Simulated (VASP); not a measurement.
Set up this calculation in VASP 6.6.1, as the native input.

```
Task                   : relaxation of cell and atoms
Functional             : PBE
Dispersion             : D3(BJ)
Potentials or basis    : VASP PAW PBE potentials, release 64 (Na_pv)
Cutoff                 : 600 eV
k mesh                 : 14 × 14 × 14
Occupations            : methfessel-paxton, width 0.1 eV
Spin                   : no spin polarisation
Further INCAR settings : ALGO = Normal; EDIFF = 1e-07; IBRION = 2; EDIFFG = -0.005; NSW = 90; ISIF = 3
```

The structure of Na lies in POSCAR:

```
Na                                      
1.0
   -2.0393812605      2.0393812605      2.0393812605
    2.0393812605     -2.0393812605      2.0393812605
    2.0393812605      2.0393812605     -2.0393812605
  Na            
     1
Direct
     0.0000000000000000    0.0000000000000000    0.0000000000000000
```

The input as run:

INCAR

```
  PREC = Accurate
  ENCUT = 600
  EDIFF = 1E-7
  ISMEAR = 1
  SIGMA = 0.1
  LREAL = F
  LASPH = T
  NELM = 80
  ALGO = Normal
  ISIF = 3
  LWAVE = F
  LCHARG = F
  GGA = PE
  IVDW = 12
  IBRION = 2
  NSW = 90
  EDIFFG = -0.005
```

KPOINTS

```
Automatic mesh
0
Gamma
  14 14 14
```

Potentials or basis: VASP PAW PBE potentials, release 64 (Na_pv).

Launch:

```sh
$ cat potpaw_PBE.64/Na_pv/POTCAR > POTCAR
$ mpirun -np 1 vasp_std > vasp.out
```

Results of the run:

```json
{
 "Pressure after relaxing": "0.0 GPa",
 "Band gap on the k mesh": "none (metal or under the smearing width)",
 "Dispersion energy per atom": "-0.168 eV"
}
```

Caveat: the relaxation stopped at its first step, so nothing moved; pairwise dispersion overbinds metals, which lowers pressure and volume.

Run time: 11 s on 1 thread of Intel(R) Xeon(R) 6975P-C (Granite Rapids), on a shared host, peak memory 0.17 GiB.
